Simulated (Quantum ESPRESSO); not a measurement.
# Ti (P6_3/mmc) in Quantum ESPRESSO: settings compared

One crystal, Ti, is run at these levels: PBEsol, LDA; tasks: band structure, single point, equation of state.

All numbers are computed with Quantum ESPRESSO 7.5; they aren't measurements. Logs are shortened: lines on timing, memory, paths and dates and some standing lists are left out, and cuts for length are marked.

### Step 1. Starting point

It takes space group P6_3/mmc (No. 194, hexagonal). Conventional cell: a = 2.950 Å, b = 2.950 Å, c = 4.680 Å, α = 90.00°, β = 90.00°, γ = 120.00°. Around Ti (site symmetry -6m2) lie 12 Ti at 2.89 to 2.95 Å.

### Step 2. Band structure, PBEsol

pw.in reads:

```
&CONTROL
  calculation = 'scf'
  prefix = 'pwscf'
  outdir = './tmp'
  pseudo_dir = './pseudo'
  tprnfor = .true.
  tstress = .true.
  disk_io = 'low'
/
&SYSTEM
  ibrav = 0
  celldm(1) = 8
  nat = 2
  ntyp = 1
  ecutwfc = 45
  ecutrho = 360
  nbnd = 19
  occupations = 'smearing'
  smearing = 'fd'
  degauss = 0.00367493
/
&ELECTRONS
  conv_thr = 4d-10
  electron_maxstep = 120
  mixing_beta = 0.5
/
ATOMIC_SPECIES
Ti    47.8670 ti_pbesol_v1.4.uspp.F.UPF
CELL_PARAMETERS alat
  0.6968365084558   0.0000000000000   0.0000000000000
 -0.3484182542279   0.6034781186156   0.0000000000000
  0.0000000000000   0.0000000000000   1.1054897829061
ATOMIC_POSITIONS crystal
Ti     0.6666666667    0.3333333333    0.7500000000
Ti     0.3333333333    0.6666666667    0.2500000000
K_POINTS automatic
10 10 6 0 0 0
```

bands_first_try.in reads:

```
&CONTROL
  calculation = 'bands'
  prefix = 'pwscf'
  outdir = './tmp'
  pseudo_dir = './pseudo'
  disk_io = 'low'
  verbosity = 'high'
/
&SYSTEM
  ibrav = 0
  celldm(1) = 8
  nat = 2
  ntyp = 1
  ecutwfc = 45
  ecutrho = 360
  nbnd = 19
  occupations = 'smearing'
  smearing = 'fd'
  degauss = 0.00367493
/
&ELECTRONS
  conv_thr = 1d-08
  electron_maxstep = 120
  mixing_beta = 0.5
  diago_full_acc = .true.
  startingwfc = 'random'
/
ATOMIC_SPECIES
Ti    47.8670 ti_pbesol_v1.4.uspp.F.UPF
CELL_PARAMETERS alat
  0.6968365084558   0.0000000000000   0.0000000000000
 -0.3484182542279   0.6034781186156   0.0000000000000
  0.0000000000000   0.0000000000000   1.1054897829061
ATOMIC_POSITIONS crystal
Ti     0.6666666667    0.3333333333    0.7500000000
Ti     0.3333333333    0.6666666667    0.2500000000
K_POINTS crystal
60
 0.0000000000  0.0000000000  0.0000000000 1
 0.0714285714  0.0000000000  0.0000000000 1
 0.1428571429  0.0000000000  0.0000000000 1
 0.2142857143  0.0000000000  0.0000000000 1
 0.2857142857  0.0000000000  0.0000000000 1
 0.3571428571  0.0000000000  0.0000000000 1
 0.4285714286  0.0000000000  0.0000000000 1
 0.5000000000  0.0000000000  0.0000000000 1
 0.4583333333  0.0833333333  0.0000000000 1
 0.4166666667  0.1666666667  0.0000000000 1
 0.3750000000  0.2500000000  0.0000000000 1
 0.3333333333  0.3333333333  0.0000000000 1
 0.2962962963  0.2962962963  0.0000000000 1
 0.2592592593  0.2592592593  0.0000000000 1
 0.2222222222  0.2222222222  0.0000000000 1
 0.1851851852  0.1851851852  0.0000000000 1
 0.1481481481  0.1481481481  0.0000000000 1
 0.1111111111  0.1111111111  0.0000000000 1
 0.0740740741  0.0740740741  0.0000000000 1
 0.0370370370  0.0370370370  0.0000000000 1
 0.0000000000  0.0000000000  0.0000000000 1
 0.0000000000  0.0000000000  0.1250000000 1
 0.0000000000  0.0000000000  0.2500000000 1
 0.0000000000  0.0000000000  0.3750000000 1
 0.0000000000  0.0000000000  0.5000000000 1
 0.0625000000  0.0000000000  0.5000000000 1
 0.1250000000  0.0000000000  0.5000000000 1
 0.1875000000  0.0000000000  0.5000000000 1
 0.2500000000  0.0000000000  0.5000000000 1
 0.3125000000  0.0000000000  0.5000000000 1
 0.3750000000  0.0000000000  0.5000000000 1
 0.4375000000  0.0000000000  0.5000000000 1
 0.5000000000  0.0000000000  0.5000000000 1
 0.4666666667  0.0666666667  0.5000000000 1
 0.4333333333  0.1333333333  0.5000000000 1
 0.4000000000  0.2000000000  0.5000000000 1
 0.3666666667  0.2666666667  0.5000000000 1
 0.3333333333  0.3333333333  0.5000000000 1
 0.3030303030  0.3030303030  0.5000000000 1
 0.2727272727  0.2727272727  0.5000000000 1
 0.2424242424  0.2424242424  0.5000000000 1
 0.2121212121  0.2121212121  0.5000000000 1
 0.1818181818  0.1818181818  0.5000000000 1
 0.1515151515  0.1515151515  0.5000000000 1
 0.1212121212  0.1212121212  0.5000000000 1
 0.0909090909  0.0909090909  0.5000000000 1
 0.0606060606  0.0606060606  0.5000000000 1
 0.0303030303  0.0303030303  0.5000000000 1
 0.0000000000  0.0000000000  0.5000000000 1
 0.5000000000  0.0000000000  0.5000000000 1
 0.5000000000  0.0000000000  0.4000000000 1
 0.5000000000  0.0000000000  0.3000000000 1
 0.5000000000  0.0000000000  0.2000000000 1
 0.5000000000  0.0000000000  0.1000000000 1
 0.5000000000  0.0000000000  0.0000000000 1
 0.3333333333  0.3333333333  0.0000000000 1
 0.3333333333  0.3333333333  0.1250000000 1
 0.3333333333  0.3333333333  0.2500000000 1
 0.3333333333  0.3333333333  0.3750000000 1
 0.3333333333  0.3333333333  0.5000000000 1
```

bands.in reads:

```
&CONTROL
  calculation = 'bands'
  prefix = 'pwscf'
  outdir = './tmp'
  pseudo_dir = './pseudo'
  disk_io = 'low'
  verbosity = 'high'
/
&SYSTEM
  ibrav = 0
  celldm(1) = 8
  nat = 2
  ntyp = 1
  ecutwfc = 45
  ecutrho = 360
  nbnd = 19
  occupations = 'smearing'
  smearing = 'fd'
  degauss = 0.00367493
/
&ELECTRONS
  conv_thr = 1d-08
  electron_maxstep = 120
  mixing_beta = 0.5
  diago_full_acc = .true.
/
ATOMIC_SPECIES
Ti    47.8670 ti_pbesol_v1.4.uspp.F.UPF
CELL_PARAMETERS alat
  0.6968365084558   0.0000000000000   0.0000000000000
 -0.3484182542279   0.6034781186156   0.0000000000000
  0.0000000000000   0.0000000000000   1.1054897829061
ATOMIC_POSITIONS crystal
Ti     0.6666666667    0.3333333333    0.7500000000
Ti     0.3333333333    0.6666666667    0.2500000000
K_POINTS crystal
60
 0.0000000000  0.0000000000  0.0000000000 1
 0.0714285714  0.0000000000  0.0000000000 1
 0.1428571429  0.0000000000  0.0000000000 1
 0.2142857143  0.0000000000  0.0000000000 1
 0.2857142857  0.0000000000  0.0000000000 1
 0.3571428571  0.0000000000  0.0000000000 1
 0.4285714286  0.0000000000  0.0000000000 1
 0.5000000000  0.0000000000  0.0000000000 1
 0.4583333333  0.0833333333  0.0000000000 1
 0.4166666667  0.1666666667  0.0000000000 1
 0.3750000000  0.2500000000  0.0000000000 1
 0.3333333333  0.3333333333  0.0000000000 1
 0.2962962963  0.2962962963  0.0000000000 1
 0.2592592593  0.2592592593  0.0000000000 1
 0.2222222222  0.2222222222  0.0000000000 1
 0.1851851852  0.1851851852  0.0000000000 1
 0.1481481481  0.1481481481  0.0000000000 1
 0.1111111111  0.1111111111  0.0000000000 1
 0.0740740741  0.0740740741  0.0000000000 1
 0.0370370370  0.0370370370  0.0000000000 1
 0.0000000000  0.0000000000  0.0000000000 1
 0.0000000000  0.0000000000  0.1250000000 1
 0.0000000000  0.0000000000  0.2500000000 1
 0.0000000000  0.0000000000  0.3750000000 1
 0.0000000000  0.0000000000  0.5000000000 1
 0.0625000000  0.0000000000  0.5000000000 1
 0.1250000000  0.0000000000  0.5000000000 1
 0.1875000000  0.0000000000  0.5000000000 1
 0.2500000000  0.0000000000  0.5000000000 1
 0.3125000000  0.0000000000  0.5000000000 1
 0.3750000000  0.0000000000  0.5000000000 1
 0.4375000000  0.0000000000  0.5000000000 1
 0.5000000000  0.0000000000  0.5000000000 1
 0.4666666667  0.0666666667  0.5000000000 1
 0.4333333333  0.1333333333  0.5000000000 1
 0.4000000000  0.2000000000  0.5000000000 1
 0.3666666667  0.2666666667  0.5000000000 1
 0.3333333333  0.3333333333  0.5000000000 1
 0.3030303030  0.3030303030  0.5000000000 1
 0.2727272727  0.2727272727  0.5000000000 1
 0.2424242424  0.2424242424  0.5000000000 1
 0.2121212121  0.2121212121  0.5000000000 1
 0.1818181818  0.1818181818  0.5000000000 1
 0.1515151515  0.1515151515  0.5000000000 1
 0.1212121212  0.1212121212  0.5000000000 1
 0.0909090909  0.0909090909  0.5000000000 1
 0.0606060606  0.0606060606  0.5000000000 1
 0.0303030303  0.0303030303  0.5000000000 1
 0.0000000000  0.0000000000  0.5000000000 1
 0.5000000000  0.0000000000  0.5000000000 1
 0.5000000000  0.0000000000  0.4000000000 1
 0.5000000000  0.0000000000  0.3000000000 1
 0.5000000000  0.0000000000  0.2000000000 1
 0.5000000000  0.0000000000  0.1000000000 1
 0.5000000000  0.0000000000  0.0000000000 1
 0.3333333333  0.3333333333  0.0000000000 1
 0.3333333333  0.3333333333  0.1250000000 1
 0.3333333333  0.3333333333  0.2500000000 1
 0.3333333333  0.3333333333  0.3750000000 1
 0.3333333333  0.3333333333  0.5000000000 1
```

Potentials or basis: GBRV 1.5 PBEsol.

Run with:

```
OMP_NUM_THREADS=1 mpirun -n 2 pw.x -nk 2 -in pw.in > pw.out
OMP_NUM_THREADS=1 mpirun -n 2 pw.x -nk 2 -in bands_first_try.in > bands_first_try.out
OMP_NUM_THREADS=1 mpirun -n 2 pw.x -nk 2 -in bands.in > bands.out
```

pw.out:

```text
This program is part of the open-source Quantum ESPRESSO suite
     for quantum simulation of materials; please cite
[... 13 lines left out ...]
     --------------------
     sticks:   dense  smooth     PW     G-vecs:    dense   smooth      PW
     Sum         769     379    121                27449     9715    1713

     Using Slab Decomposition

     bravais-lattice index     =            0
     lattice parameter (alat)  =       8.0000  a.u.
     unit-cell volume          =     238.0220 (a.u.)^3
     number of atoms/cell      =            2
     number of atomic types    =            1
     number of electrons       =        24.00
     number of Kohn-Sham states=           19
     kinetic-energy cutoff     =      45.0000  Ry
     charge density cutoff     =     360.0000  Ry
     scf convergence threshold =      4.0E-10
     mixing beta               =       0.5000
     number of iterations used =            8  plain     mixing
     Exchange-correlation= SLA  PW   PSX  PSC
                           (   1   4  10   8   0   0   0)

     celldm(1)=   8.000000  celldm(2)=   0.000000  celldm(3)=   0.000000
     celldm(4)=   0.000000  celldm(5)=   0.000000  celldm(6)=   0.000000

     crystal axes: (cart. coord. in units of alat)
               a(1) = (   0.696837   0.000000   0.000000 )
               a(2) = (  -0.348418   0.603478   0.000000 )
               a(3) = (   0.000000   0.000000   1.105490 )

     reciprocal axes: (cart. coord. in units 2 pi/alat)
               b(1) = (  1.435057  0.828530 -0.000000 )
               b(2) = (  0.000000  1.657061  0.000000 )
               b(3) = (  0.000000 -0.000000  0.904576 )

     PseudoPot. # 1 for Ti read from file:
     ti_pbesol_v1.4.uspp.F.UPF
     Pseudo is Ultrasoft + core correction, Zval = 12.0
     Generated by new atomic code, or converted to UPF format
     Using radial grid of  851 points,  6 beta functions with:
                l(1) =   0
                l(2) =   0
                l(3) =   1
                l(4) =   1
                l(5) =   2
                l(6) =   2
     Q(r) pseudized with  6 coefficients,  rinner =    1.000   1.000   1.000
                                                       1.000   1.000

     atomic species   valence    mass     pseudopotential
     Ti               12.00    47.86700     Ti( 1.00)

     24 Sym. Ops., with inversion, found (12 have fractional translation)

   Cartesian axes

     site n.     atom                  positions (alat units)
         1        Ti     tau(   1) = (   0.3484183   0.2011594   0.8291173  )
         2        Ti     tau(   2) = (  -0.0000000   0.4023187   0.2763724  )

     number of k points=    56  Fermi-Dirac smearing, width (Ry)=  0.0037
                       cart. coord. in units 2pi/alat
        k(    1) = (   0.0000000   0.0000000   0.0000000), wk =   0.0033333
        k(    2) = (   0.0000000   0.0000000   0.1507627), wk =   0.0066667
        k(    3) = (   0.0000000   0.0000000   0.3015255), wk =   0.0066667
        k(    4) = (   0.0000000   0.0000000  -0.4522882), wk =   0.0033333
        k(    5) = (   0.0000000   0.1657061   0.0000000), wk =   0.0200000
        k(    6) = (   0.0000000   0.1657061   0.1507627), wk =   0.0400000
[... 48 lines left out ...]
        k(   55) = (   0.4305171   0.7456774   0.3015255), wk =   0.0400000
        k(   56) = (   0.4305171   0.7456774  -0.4522882), wk =   0.0200000

     Dense  grid:    27449 G-vectors     FFT dimensions: (  36,  36,  54)

     Smooth grid:     9715 G-vectors     FFT dimensions: (  24,  24,  40)

     Check: negative core charge=   -0.000016

     Initial potential from superposition of free atoms

     starting charge      21.9999, renormalised to      24.0000

     negative rho (up, down):  2.107E-03 0.000E+00
     Starting wfcs are   20 randomized atomic wfcs

     Self-consistent Calculation

     iteration #  1     ecut=    45.00 Ry     beta= 0.50
     Davidson diagonalization with overlap
     ethr =  1.00E-02,  avg # of iterations =  3.6

     negative rho (up, down):  2.254E-03 0.000E+00

     total energy              =    -237.97167762 Ry
     estimated scf accuracy    <       1.28762051 Ry

     iteration #  2     ecut=    45.00 Ry     beta= 0.50
     Davidson diagonalization with overlap
     ethr =  5.37E-03,  avg # of iterations =  2.7
[... 96 lines left out ...]
     iteration # 13     ecut=    45.00 Ry     beta= 0.50
     Davidson diagonalization with overlap
     ethr =  1.95E-12,  avg # of iterations =  3.8

     negative rho (up, down):  1.351E-03 0.000E+00

     End of self-consistent calculation

          k = 0.0000 0.0000 0.0000 (  1201 PWs)   bands (ev):

   -43.5838 -43.4522 -20.2727 -19.6475 -19.6475 -19.5871 -19.5501 -19.5501
     6.8748  10.3806  13.7559  13.8080  13.8080  13.9124  14.2965  14.2965
    14.6431  14.6431  16.1524

          k = 0.0000 0.0000 0.1508 (  1195 PWs)   bands (ev):

   -43.5751 -43.4612 -20.2284 -19.6410 -19.6410 -19.6348 -19.5566 -19.5566
     7.1048  10.2432  13.4127  13.7148  13.7148  13.7871  14.1771  14.1771
    14.8826  14.8826  16.1600
[... 103 lines left out ...]
          k = 0.0000 0.6628-0.4523 (  1202 PWs)   bands (ev):

   -43.4554 -43.4554 -20.1362 -20.1362 -19.7406 -19.7406 -19.6939 -19.6939
    10.4789  10.4789  12.2905  12.2905  13.9717  13.9717  14.7293  14.7293
    16.2851  16.2851  16.6098

          k = 0.0000-0.8285 0.0000 (  1216 PWs)   bands (ev):

   -43.4701 -43.4273 -20.1078 -19.9892 -19.9761 -19.7861 -19.7559 -19.6204
    10.7112  10.9157  11.2192  12.4077  13.5154  13.6419  14.1919  16.3508
    16.5620  16.5777  17.3516

          k = 0.0000-0.8285 0.1508 (  1212 PWs)   bands (ev):

   -43.4672 -43.4302 -20.1490 -20.0334 -19.9116 -19.7752 -19.7336 -19.6317
    10.4902  10.9344  11.6577  12.1265  13.6630  14.0634  14.0699  16.1981
    16.4280  16.5656  17.0665

          k = 0.0000-0.8285 0.3015 (  1212 PWs)   bands (ev):

   -43.4593 -43.4380 -20.1837 -20.1126 -19.8134 -19.7451 -19.7150 -19.6623
    10.3818  10.8075  11.9978  12.2223  13.9384  14.0902  14.5880  15.5217
    16.4407  16.5321  16.5574

          k = 0.0000-0.8285-0.4523 (  1224 PWs)   bands (ev):

   -43.4486 -43.4486 -20.1707 -20.1707 -19.7409 -19.7409 -19.7038 -19.7038
    10.5244  10.5244  12.2368  12.2368  14.3283  14.3283  14.7454  14.7454
    16.4859  16.4859  16.7827

          k = 0.1435 0.2486 0.0000 (  1200 PWs)   bands (ev):

   -43.5569 -43.4421 -20.2115 -19.7583 -19.7170 -19.6482 -19.6142 -19.5745
     7.6789  10.9722  12.7058  12.9696  13.9408  14.1027  14.4004  14.4524
    14.4534  14.8565  16.3104
[... 181 lines left out ...]
          k = 0.4305 0.7457-0.4523 (  1228 PWs)   bands (ev):

   -43.4412 -43.4412 -20.0969 -20.0969 -19.8945 -19.8945 -19.6788 -19.6788
    11.5282  11.5282  12.2443  12.2443  12.8107  12.8107  14.6684  14.6684
    16.2155  16.2155  19.1355

     the Fermi energy is    13.0270 ev

!    total energy              =    -238.28849082 Ry
     estimated scf accuracy    <          2.7E-10 Ry
     smearing contrib. (-TS)   =      -0.00146087 Ry
     internal energy E=F+TS    =    -238.28702996 Ry

     The total energy is F=E-TS. E is the sum of the following terms:
     one-electron contribution =     -82.26999320 Ry
     hartree contribution      =      48.75750269 Ry
     xc contribution           =     -35.69246145 Ry
     ewald contribution        =    -169.08207799 Ry

     convergence has been achieved in  13 iterations

     negative rho (up, down):  1.351E-03 0.000E+00

     Forces acting on atoms (cartesian axes, Ry/au):

     atom    1 type  1   force =     0.00000000    0.00000000    0.00000000
     atom    2 type  1   force =     0.00000000    0.00000000    0.00000000

     Total force =     0.000000     Total SCF correction =     0.000000

     Computing stress (Cartesian axis) and pressure

     negative rho (up, down):  1.351E-03 0.000E+00
          total   stress  (Ry/bohr**3)                   (kbar)     P=      -57.33
  -0.00037816   0.00000000   0.00000000          -55.63        0.00        0.00
  -0.00000000  -0.00037816   0.00000000           -0.00      -55.63        0.00
   0.00000000   0.00000000  -0.00041285            0.00        0.00      -60.73

=------------------------------------------------------------------------------=
   JOB DONE.
=------------------------------------------------------------------------------=
```

Run time: 21 s. Hardware: 2 MPI ranks of Arm Neoverse V2, shared host; peak memory 0.2 GiB.

What came out:

```yaml
Free_energy: -3242.0801 eV
Pressure: -5.7 GPa
Band_gap_on_the_k_mesh: none (metal or under the smearing width)
```

Levels at the corners of the path, in eV from the Fermi level:
```
point  band 10  band 11  band 12  band 13  band 14  band 15
    Γ    -2.65     0.73     0.78     0.78     0.89     1.27
    M    -2.11    -1.81    -0.62     0.49     0.61     1.16
    K    -1.36    -1.36    -1.27     0.23     0.23     1.48
    Γ    -2.65     0.73     0.78     0.78     0.89     1.27
    A    -4.32     0.09     0.09     0.69     0.69     0.69
    L    -2.50    -0.79    -0.79     1.30     1.30     1.72
    H    -1.21    -1.06    -1.06    -0.21    -0.21     1.66
    A    -4.32     0.09     0.09     0.69     0.69     0.69
    L    -2.50    -0.79    -0.79     1.30     1.30     1.72
    M    -2.11    -1.81    -0.62     0.49     0.61     1.16
    K    -1.36    -1.36    -1.27     0.23     0.23     1.48
    H    -1.21    -1.06    -1.06    -0.21    -0.21     1.66
```

### Step 3. Single point, LDA, 16.58 Å³/atom

pw.in reads:

```
&CONTROL
  calculation = 'scf'
  prefix = 'pwscf'
  outdir = './tmp'
  pseudo_dir = './pseudo'
  tstress = .true.
  disk_io = 'nowf'
/
&SYSTEM
  ibrav = 0
  nat = 2
  ntyp = 1
  ecutwfc = 45
  ecutrho = 360
  nbnd = 19
  occupations = 'smearing'
  smearing = 'fd'
  degauss = 0.00367493
/
&ELECTRONS
  conv_thr = 4d-10
  electron_maxstep = 120
  mixing_beta = 0.5
/
ATOMIC_SPECIES
Ti    47.8670 ti_lda_v1.4.uspp.F.UPF
CELL_PARAMETERS angstrom
   2.8897790207    0.0000000000    0.0000000000
  -1.4448895104    2.5026220433    0.0000000000
   0.0000000000    0.0000000000    4.5844629888
ATOMIC_POSITIONS crystal
Ti     0.6666666667    0.3333333333    0.7500000000
Ti     0.3333333333    0.6666666667    0.2500000000
K_POINTS automatic
10 10 6 0 0 0
```

Potentials or basis: GBRV 1.5 LDA.

Run with:

```
OMP_NUM_THREADS=1 mpirun -n 2 pw.x -nk 2 -in pw.in > pw.out
```

pw.out:

```text
This program is part of the open-source Quantum ESPRESSO suite
     for quantum simulation of materials; please cite
         "P. Giannozzi et al., J. Phys.:Condens. Matter 21 395502 (2009);
         "P. Giannozzi et al., J. Phys.:Condens. Matter 29 465901 (2017);
         "P. Giannozzi et al., J. Chem. Phys. 152 154105 (2020);
     in publications or presentations arising from this work. More details at

     Message from routine setup:
     using ibrav=0 with symmetry is DISCOURAGED, use correct ibrav instead

     K-points division:     npool     =       2
     Subspace diagonalization in iterative solution of the eigenvalue problem:
     a serial algorithm will be used

     G-vector sticks info
     --------------------
     sticks:   dense  smooth     PW     G-vecs:    dense   smooth      PW
     Sum         745     367    121                25829     9127    1617

     Using Slab Decomposition

     bravais-lattice index     =            0
     lattice parameter (alat)  =       5.4609  a.u.
[... 359 lines left out ...]
    17.4888  17.5901  17.6203

          k = 0.0000-0.5774-0.3152 (  1140 PWs)   bands (ev):

   -42.1439 -42.1439 -19.1812 -19.1812 -18.6421 -18.6421 -18.6026 -18.6026
    11.1687  11.1687  12.9529  12.9529  15.3540  15.3540  15.6339  15.6339
    17.5390  17.5390  17.8836

          k = 0.1000 0.1732 0.0000 (  1134 PWs)   bands (ev):
[... 187 lines left out ...]
   -42.1339 -42.1339 -19.0876 -19.0876 -18.8408 -18.8408 -18.5663 -18.5663
    12.2357  12.2357  12.9794  12.9794  13.6578  13.6578  15.5475  15.5475
    17.2443  17.2443  20.4364

     the Fermi energy is    13.8276 ev

!    total energy              =    -238.47903267 Ry
     estimated scf accuracy    <          4.9E-11 Ry
     smearing contrib. (-TS)   =      -0.00143367 Ry
     internal energy E=F+TS    =    -238.47759900 Ry

     The total energy is F=E-TS. E is the sum of the following terms:
     one-electron contribution =     -77.34612101 Ry
     hartree contribution      =      47.23733756 Ry
     xc contribution           =     -35.76318498 Ry
     ewald contribution        =    -172.60563057 Ry

     convergence has been achieved in  11 iterations

     Computing stress (Cartesian axis) and pressure

     negative rho (up, down):  9.429E-04 0.000E+00
          total   stress  (Ry/bohr**3)                   (kbar)     P=      -34.59
  -0.00021834  -0.00000000   0.00000000          -32.12       -0.00        0.00
  -0.00000000  -0.00021834   0.00000000           -0.00      -32.12        0.00
  -0.00000000  -0.00000000  -0.00026868           -0.00       -0.00      -39.52

=------------------------------------------------------------------------------=
   JOB DONE.
=------------------------------------------------------------------------------=
```

It took 12 s on 2 MPI ranks of Arm Neoverse V2, shared host; peak memory 0.2 GiB.

What came out:

- Free energy: -3244.6725 eV
- Pressure: -3.5 GPa
- Band gap on the k mesh: none (metal or under the smearing width)

[end of part 1 of 2]
